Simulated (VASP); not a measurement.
# CdS (Greenockite) (P6_3mc) in VASP: notebook, part 2 of 2

VASP 6.6.1. The steps go on from the part before.

### Step 4. Single point, PBEsol

This run uses another cell than the first one, of 24.72 Å³/atom, 0.949 times its volume.

Input file INCAR:

```
SYSTEM = CdS
PREC = Accurate
ENCUT = 520
EDIFF = 1E-7
ISMEAR = -1
SIGMA = 0.02
LREAL = .FALSE.
LASPH = .TRUE.
NELM = 100
ALGO = Normal
ISIF = 2
LWAVE = .FALSE.
LCHARG = .FALSE.
GGA = PS
NBANDS = 26
```

Input file KPOINTS:

```
Automatic mesh
0
G
  6 6 4
  0 0 0
```

Input file POSCAR:

```
CdS
1.0
    4.1253871919      0.0000000000      0.0000000000
   -2.0626935960      3.5726901087      0.0000000000
    0.0000000000      0.0000000000      6.7084248278
Cd S
2 2
Direct
    0.3333333333      0.6666666667     -0.0008393133
    0.6666666667      0.3333333333      0.4991606867
    0.3333333333      0.6666666667      0.3758393133
    0.6666666667      0.3333333333      0.8758393133
```

Potentials or basis: VASP PAW PBE potentials, release 64 (Cd, S).

Run with:

```console
$ cat potpaw_PBE.64/Cd/POTCAR potpaw_PBE.64/S/POTCAR > POTCAR
$ mpirun -np 1 vasp_std > vasp.out
```

OUTCAR:

```text
SYSTEM = CdS
   PREC = Accurate
   ENCUT = 520
   EDIFF = 1E-7
   ISMEAR = -1
   LREAL = .FALSE.
   LASPH = .TRUE.
   NELM = 100
   ISIF = 2
   GGA = PS

 ion  position               nearest neighbor table
   1  0.333  0.667  0.999-   4 2.52   4 2.52   4 2.52   3 2.53
   2  0.667  0.333  0.499-   3 2.52   3 2.52   3 2.52   4 2.53
   3  0.333  0.667  0.376-   2 2.52   2 2.52   2 2.52   1 2.53
   4  0.667  0.333  0.876-   1 2.52   1 2.52   1 2.52   2 2.53

  LATTYP: Found a hexagonal cell.
 ALAT       =     4.1253871919
 C/A-ratio  =     1.6261321703

  Lattice vectors:

 A1 = (   4.1253871919,   0.0000000000,   0.0000000000)
 A2 = (  -2.0626935960,   3.5726901087,   0.0000000000)
 A3 = (   0.0000000000,   0.0000000000,   6.7084248278)

Analysis of symmetry for initial positions (statically):
=====================================================================
 Subroutine PRICEL returns:
 Original cell was already a primitive cell.

 Routine SETGRP: Setting up the symmetry group for a
 hexagonal supercell.

 Subroutine GETGRP returns: Found 12 space group operations
 (whereof  6 operations were pure point group operations)
 out of a pool of 24 trial point group operations.

The static configuration has the point symmetry C_3v.
 The point group associated with its full space group is C_6v.

Analysis of symmetry for dynamics (positions and initial velocities):
=====================================================================
 Subroutine PRICEL returns:
 Original cell was already a primitive cell.

 Routine SETGRP: Setting up the symmetry group for a
 hexagonal supercell.

 Subroutine GETGRP returns: Found 12 space group operations
 (whereof  6 operations were pure point group operations)
 out of a pool of 24 trial point group operations.

The dynamic configuration has the point symmetry C_3v.
 The point group associated with its full space group is C_6v.

 Subroutine INISYM returns: Found 12 space group operations
 (whereof  6 operations are pure point group operations),
 and found     1 'primitive' translations

----------------------------------------------------------------------------------------

                                     Primitive cell

  volume of cell :      98.8737

  direct lattice vectors                    reciprocal lattice vectors
     4.125387192  0.000000000  0.000000000     0.242401489  0.139950565  0.000000000
    -2.062693596  3.572690109  0.000000000     0.000000000  0.279901130  0.000000000
     0.000000000  0.000000000  6.708424828     0.000000000  0.000000000  0.149066290

  length of vectors
     4.125387192  4.125387192  6.708424828     0.279901130  0.279901130  0.149066290

  position of ions in fractional coordinates (direct lattice)
     0.333333333  0.666666667  0.999160687
     0.666666667  0.333333333  0.499160687
     0.333333333  0.666666667  0.375839313
     0.666666667  0.333333333  0.875839313

  ion indices of the primitive-cell ions
   primitive index   ion index
                 1           1
                 2           2
                 3           3
                 4           4

----------------------------------------------------------------------------------------

 KPOINTS: Automatic mesh

Automatic generation of k-mesh.
 Grid dimensions read from file:
 generate k-points for:    6    6    4

 Generating k-lattice:

  Cartesian coordinates                     Fractional coordinates (reciprocal lattice)
     0.040400248  0.023325094  0.000000000     0.166666667  0.000000000  0.000000000
     0.000000000  0.046650188  0.000000000     0.000000000  0.166666667  0.000000000
     0.000000000  0.000000000  0.037266572     0.000000000  0.000000000  0.250000000

  Length of vectors
     0.046650188  0.046650188  0.037266572

  Shift w.r.t. Gamma in fractional coordinates (k-lattice)
     0.000000000  0.000000000  0.000000000

 Subroutine IBZKPT returns following result:
 ===========================================

 Found     21 irreducible k-points:

 Following reciprocal coordinates:
            Coordinates               Weight
  0.000000  0.000000  0.000000      1.000000
  0.166667 -0.000000  0.000000      6.000000
  0.333333  0.000000  0.000000      6.000000
  0.500000 -0.000000  0.000000      3.000000
  0.166667  0.166667  0.000000      6.000000
  0.333333  0.166667  0.000000     12.000000
[... 13 lines left out ...]
  0.333333  0.166667  0.500000     12.000000
  0.333333  0.333333  0.500000      2.000000
   k-points           NKPTS =     21   k-points in BZ     NKDIM =     21   number of bands    NBANDS=     26
   number of dos      NEDOS =    301   number of ions     NIONS =      4
   total plane-waves  NPLWV =  51200
   dimension x,y,z NGX =    32 NGY =   32 NGZ =   50
   dimension x,y,z NGXF=    64 NGYF=   64 NGZF=  100
   ions per type =               2   2
   NGX,Y,Z   is equivalent  to a cutoff of  12.90, 12.90, 12.39 a.u.
   NGXF,Y,Z  is equivalent  to a cutoff of  25.79, 25.79, 24.78 a.u.
 SYSTEM =  CdS
   PREC   = accura    normal or accurate (medium, high low for compatibility)
   ISTART =      0    job   : 0-new  1-cont  2-samecut
   ICHARG =      2    charge: 1-file 2-atom 10-const
   ISPIN  =      1    spin polarized calculation?
   LNONCOLLINEAR =      F non collinear calculations
   LSORBIT =      F    spin-orbit coupling
   LASPH  =      T    aspherical Exc in radial PAW
   ENCUT  =  520.0 eV  38.22 Ry    6.18 a.u.   7.67  7.67 12.47*2*pi/ulx,y,z
   NELM   =    100;   NELMIN=  2; NELMDL= -5     # of ELM steps
   EDIFF  = 0.1E-06   stopping-criterion for ELM
   LREAL  =      F    real-space projection
   EDIFFG = 0.1E-05   stopping-criterion for IOM
   NSW    =      0    number of steps for IOM
   IBRION =     -1    ionic relax: 0-MD 1-quasi-New 2-CG
   NFREE  =      0    steps in history (QN), initial steepest desc. (CG)
   ISIF   =      2    stress and relaxation
   ISYM   =      2    0-nonsym 1-usesym 2-fastsym
   POTIM  = 0.5000    time-step for ionic-motion
   TEBEG  =    0.0;   TEEND  =   0.0 temperature during run
   PSTRESS=    0.0 pullay stress
   NELECT =      36.0000    total number of electrons
   NUPDOWN=      -1.0000    fix difference up-down
   EMIN   =  10.00;   EMAX   =-10.00  energy-range for DOS
   EFERMI =   0.00;   METHOD = LEGACY
   ISMEAR =    -1;   SIGMA  =   0.02  broadening in eV -4-tet -1-fermi 0-gaus
   EFERMI_NEDOS =   21; number of points for ismear=-14 and -15
   IALGO  =     38    algorithm
   IMIX   =      4    mixing-type and parameters
     AMIX     =   0.40;   BMIX     =  1.00
     AMIX_MAG =   1.60;   BMIX_MAG =  1.00
  volume/ion in A,a.u.               =      24.72       166.81
  Fermi-wavevector in a.u.,A,eV,Ry     =   1.169003  2.209094 18.593272  1.366567
  Thomas-Fermi vector in A             =   2.305481
   LORBIT       =      0    0 simple, 1 ext, 2 COOP (PROOUT), +10 PAW based schemes
   GGA     = PS    functional components
   LHFCALC =     F    Hartree Fock is set to
   AEXX    =    0.0000 exact exchange contribution
   IVDW    =     0    specifies the selected vdW correction
   LEPSILON=     F    determine dielectric tensor
   LRPA    =     F    only Hartree local field effects (RPA)
 non-spin polarized calculation
  energy-cutoff  :      520.00
  volume of cell :       98.87
 maximum number of plane-waves:      2695
 NGX is ok and might be reduce to    32
   NGX = 15   NGY = 15   NGZ = 25

 number of electron      35.9999996 magnetization

 Free energy of the ion-electron system (eV)
  ---------------------------------------------------
  ext. energy  EPLUGINS =         0.00000000
  ---------------------------------------------------
  free energy    TOTEN  =       -13.63022769 eV

  energy without entropy =      -13.63022769  energy(sigma->0) =      -13.63022769

 E-fermi :   1.6357     XC(G=0):  -9.3867

 val. band max:        1.2418191575   @ k =   0.0000   0.0000   0.0000
 cond. band min:       2.3383142651   @ k =   0.0000   0.0000   0.0000
 fundamental gap:      1.0964951076
 Fermi energy:         1.6357341765

 k-point     1 :       0.0000    0.0000    0.0000
  band No.  band energies     occupation
      1     -11.1683      2.00000
      2     -10.7187      2.00000
      3      -6.4799      2.00000
      4      -6.4732      2.00000
      5      -6.4732      2.00000
      6      -6.3870      2.00000
[... 598 lines left out ...]
     25      10.4613      0.00000
     26      10.4613      0.00000

------------------------ aborting loop because EDIFF is reached ----------------------------------------

  FORCE on cell =-STRESS in cart. coord.  units (eV):
  Direction    XX          YY          ZZ          XY          YZ          ZX
  --------------------------------------------------------------------------------------
  -------------------------------------------------------------------------------------
  Total        0.2271216      0.2271216      0.2317408     -0.0000000      0.0000000      0.0000000
  in kB        3.6803437      3.6803437      3.7551947     -0.0000000      0.0000000      0.0000000
  external PRESSURE =       3.7052941 kB  Pullay stress =       0.0000000 kB

 VOLUME and BASIS-vectors are now :
 -----------------------------------------------------------------------------
  energy-cutoff  :      520.00
  volume of cell :       98.87
      direct lattice vectors                 reciprocal lattice vectors
     4.125387192  0.000000000  0.000000000     0.242401489  0.139950565  0.000000000
    -2.062693596  3.572690109  0.000000000     0.000000000  0.279901130  0.000000000
     0.000000000  0.000000000  6.708424828     0.000000000  0.000000000  0.149066290

 POSITION                                       TOTAL-FORCE (eV/Angst)
 -----------------------------------------------------------------------------------
     -0.00000      2.38179      6.70279        -0.000000      0.000000      0.001963
      2.06269      1.19090      3.34858         0.000000     -0.000000      0.001963
     -0.00000      2.38179      2.52129        -0.000000     -0.000000     -0.001963
      2.06269      1.19090      5.87550        -0.000000      0.000000     -0.001963
 -----------------------------------------------------------------------------------
    total drift:                               -0.000000     -0.000000     -0.000170

  FREE ENERGIE OF THE ION-ELECTRON SYSTEM (eV)
  ---------------------------------------------------
  free  energy   TOTEN  =       -13.6302276905 eV

  energy  without entropy=      -13.6302276905  energy(sigma->0) =      -13.63022769
```

OSZICAR:

```text
N       E                     dE             d eps       ncg     rms          rms(c)
DAV:   1     0.241463413907E+03    0.24146E+03   -0.17385E+04  1092   0.127E+03
DAV:   2    -0.164640873755E+01   -0.24311E+03   -0.23514E+03  1216   0.317E+02
DAV:   3    -0.144972205656E+02   -0.12851E+02   -0.12779E+02  1330   0.730E+01
DAV:   4    -0.146247881530E+02   -0.12757E+00   -0.12747E+00  1246   0.707E+00
DAV:   5    -0.146267389735E+02   -0.19508E-02   -0.19508E-02  1304   0.861E-01    0.111E+01
DAV:   6    -0.136608803349E+02    0.96586E+00   -0.18018E+00  1460   0.151E+01    0.874E+00
DAV:   7    -0.136384804487E+02    0.22400E-01   -0.66102E-01  1156   0.443E+00    0.377E+00
DAV:   8    -0.136316212296E+02    0.68592E-02   -0.91015E-02  1206   0.305E+00    0.511E-01
DAV:   9    -0.136301577364E+02    0.14635E-02   -0.15005E-02  1202   0.156E+00    0.150E-01
DAV:  10    -0.136301296898E+02    0.28047E-04   -0.11044E-03  1190   0.360E-01    0.881E-02
DAV:  11    -0.136301704245E+02   -0.40735E-04   -0.13530E-04  1258   0.724E-02    0.720E-02
DAV:  12    -0.136302290355E+02   -0.58611E-04   -0.84248E-05  1126   0.475E-02    0.462E-02
DAV:  13    -0.136302270480E+02    0.19874E-05   -0.16692E-05  1288   0.305E-02    0.727E-03
DAV:  14    -0.136302276841E+02   -0.63604E-06   -0.11434E-06  1198   0.106E-02    0.276E-03
DAV:  15    -0.136302276905E+02   -0.64069E-08   -0.58201E-07  1006   0.411E-03
   1 F= -.13630228E+02 E0= -.13630228E+02  d E =-.341107E-10
```

Wall time 37 s (1 thread of Intel Xeon 6975P-C (Granite Rapids), shared host); peak memory 0.22 GiB.

What came out:

```
Free energy            : -13.6302 eV
Pressure               : 0.4 GPa
Band gap on the k mesh : 1.10 eV, direct
```

Caveat: the PAW data sets were made with another functional, which shifts forces and pressure a little.

### Step 5. Relaxation of cell and atoms, PBEsol

Input file INCAR:

```
SYSTEM = CdS
ALGO = Fast ; EDIFF = 1E-6
EDIFFG = -0.005 ; ENCUT = 600
GGA = PS ; IBRION = 2
ISIF = 3 ; ISMEAR = -1
LASPH = .TRUE. ; LCHARG = .FALSE.
LREAL = .FALSE. ; LWAVE = .FALSE.
NELM = 100 ; NSW = 80
PREC = Accurate ; SIGMA = 0.02
```

Input file KPOINTS:

```
k-points
0
G
  6 6 4
  0 0 0
```

Input file POSCAR:

```
CdS
1.0
    4.1969590536      0.0000000000      0.0000000000
   -2.0984795268      3.6346731591      0.0000000000
    0.0000000000      0.0000000000      6.8279107376
Cd S
2 2
Direct
    0.3333333333      0.6666666667     -0.0008015501
    0.6666666667      0.3333333333      0.4991984499
    0.3333333333      0.6666666667      0.3758015501
    0.6666666667      0.3333333333      0.8758015501
```

Run with:

```console
$ cat potpaw_PBE.64/Cd/POTCAR potpaw_PBE.64/S/POTCAR > POTCAR
$ mpirun -np 1 vasp_std > vasp.out
```

Wall time 91 s (1 thread of Intel Xeon 6975P-C (Granite Rapids), shared host); peak memory 0.29 GiB.

The run converged. Its results:

```yaml
Free_energy: -13.6331 eV
Relaxed_volume: 24.85 Å³/atom
Relaxed_cell: a = 4.132 Å, b = 4.132 Å, c = 6.722 Å, α = 90.00°, β = 90.00°, γ = 120.00°
Space_group_after_relaxing_to_0.05_Å: P6_3mc (No. 186)
Energy_gained_by_relaxing: 9.9 meV/atom
Ionic_steps: 3
Pressure_after_relaxing: 0.0 GPa
Band_gap_on_the_k_mesh: 1.08 eV, direct
```

Forces on the atoms (eV/Å):
```
Cd   0.000  0.000  0.002
Cd   0.000  0.000  0.002
S    0.000  0.000 -0.002
S    0.000  0.000 -0.002
```

Step by step:
| step | energy change (eV) | largest force (eV/Å) | pressure (GPa) | volume (Å³) |
| --- | --- | --- | --- | --- |
| 1 | 0.0000 | 0.0009 | -2.56 | 104.16 |
| 2 | -0.0357 | 0.0034 | 0.90 | 98.02 |
| 3 | -0.0396 | 0.0021 | 0.02 | 99.41 |

Final structure:
```cif
data_structure
_symmetry_space_group_name_H-M 'P 1'
_symmetry_Int_Tables_number 1
_cell_length_a 4.1323
_cell_length_b 4.1323
_cell_length_c 6.7223
_cell_angle_alpha 90.000
_cell_angle_beta 90.000
_cell_angle_gamma 120.000
_cell_volume 99.41
loop_
_atom_site_label
_atom_site_type_symbol
_atom_site_fract_x
_atom_site_fract_y
_atom_site_fract_z
_atom_site_occupancy
Cd1 Cd 0.33333 0.66667 0.99919 1
Cd2 Cd 0.66667 0.33333 0.49919 1
S1 S 0.33333 0.66667 0.37581 1
S2 S 0.66667 0.33333 0.87581 1
```

Levels at points of the mesh, in eV from the valence-band top:
```
           k point  band 14  band 15  band 16  band 17  band 18  band 19  band 20  band 21  band 22
(0.00, 0.00, 0.00)    -0.77    -0.77    -0.05     0.00     0.00     1.08     2.67     6.38     6.38
(0.50, 0.00, 0.00)    -3.59    -2.70    -1.91    -1.33    -0.77     3.63     3.76     4.98     6.32
(0.00, 0.00, 0.50)    -2.52    -0.40    -0.40    -0.40    -0.40     2.75     2.75     6.07     6.07
(0.50, 0.00, 0.50)    -4.21    -1.38    -1.38    -1.36    -1.36     3.36     3.36     5.27     5.27
```

Caveat: the PAW data sets were made with another functional, which shifts forces and pressure a little. A hybrid or GW would open this gap; PBEsol tends to underestimate it.

### Step 6. Summary

| task | level | cell | cutoff (eV) | gap on the mesh (eV) | pressure (GPa) | relaxed volume (Å³/atom) |
| --- | --- | --- | --- | --- | --- | --- |
| single point | PBE | P6_3mc, 26.04 Å³/atom | 520 | 1.11 | 0.3 | - |
| relaxation of cell and atoms | PBE | relaxed | 600 | 1.10 | 0.0 | 26.18 |
| single point | PBEsol | P6_3mc, 24.72 Å³/atom | 520 | 1.10 | 0.4 | - |
| relaxation of cell and atoms | PBEsol | relaxed | 600 | 1.08 | 0.0 | 24.85 |

Alike in all rows: potentials or basis VASP PAW PBE potentials, release 64 (Cd, S); no spin polarisation; k mesh 6 × 6 × 4; smearing fermi-dirac 0.02 eV.

Caveats: the PAW data sets were made with another functional, which shifts forces and pressure a little (some runs).

Absolute energies hang on the potentials; compare differences alone.

### Step 7. How close it comes

Step 2. Against the measured gap of CdS, 2.5809 eV (quoted in “Isotope dependence of band-gap energy”, 2008, arxiv:0807.2152), the calculated 1.11 eV is off by -1.47 eV. So large a miss can be the level of theory's own, or it may mean another phase, state or a wrong row. Spin-orbit coupling on Cd is left out. The value is that of PBE, without temperature or zero-point motion. Semilocal functionals fall short of measured gaps as a rule.

Step 4. Against the measured gap of CdS, 2.5809 eV (quoted in “Isotope dependence of band-gap energy”, 2008, arxiv:0807.2152), the calculated 1.10 eV is off by -1.48 eV. So large a miss can be the level of theory's own, or it may mean another phase, state or a wrong row. Spin-orbit coupling on Cd is left out. The value is that of PBEsol, without temperature or zero-point motion. Semilocal functionals fall short of measured gaps as a rule.
